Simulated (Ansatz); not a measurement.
A (001) slab of TaSi2 (P6_422 (No. 181)), 5 planes, outer planes TaSi2 (top) and TaSi2 (bottom), with 15 atoms (Ta5Si10) in a surface cell of A = 20.000 Å², as cut from the bulk:

```
CELL_PARAMETERS angstrom
4.80564 0.00000 0.00000
-2.40282 4.16181 0.00000
0.00000 0.00000 23.79623
ATOMIC_POSITIONS crystal
Ta 0.50000 0.00000 0.31518
Si 0.84109 0.68217 0.31518
Si 0.15891 0.31783 0.31518
Ta 0.00000 0.50000 0.40759
Si 0.68217 0.84109 0.40759
Si 0.31783 0.15891 0.40759
Ta 0.50000 0.50000 0.50000
Si 0.15891 0.84109 0.50000
Si 0.84109 0.15891 0.50000
Ta 0.50000 0.00000 0.59241
Si 0.84109 0.68217 0.59241
Si 0.15891 0.31783 0.59241
Ta 0.00000 0.50000 0.68482
Si 0.68217 0.84109 0.68482
Si 0.31783 0.15891 0.68482
```

The calculation used Ansatz 0.2.0, DFT PBE, scalar-relativistic, plane waves, PAW. Cutoff 420 eV; k points 9×9×1 on the computed 15-atom cell (Γ-centred); Gaussian smearing, width 0.10 eV; no spin polarisation. The cell repeats along c with a dipole correction in the vacuum.

Against the same 15 atoms in the bulk, the slab as cut lies 6.162 eV higher and the relaxed slab 5.862 eV higher.

Question: Work out the surface energy before and after relaxation.

Answer: The slab has two faces, so γ = (E_slab − N·E_bulk)/(2A), the mean of both. As cut: 6.162/(2 × 20.000) = 0.1540 eV/Å², and 1 eV/Å² = 16.02 J/m², so γ = 2.47 J/m². Relaxed: 5.862/(2 × 20.000) = 0.1466 eV/Å² = 2.35 J/m². Relaxation recovers 5 % of the cost of cutting.

Question: What is the ideal work of this cut, per area?

Answer: Griffith's ideal work is 2γ: 4.94 J/m² if the new faces stay rigid, 4.70 J/m² if they relax. One thickness was run, 5 planes, so γ can still shift with it.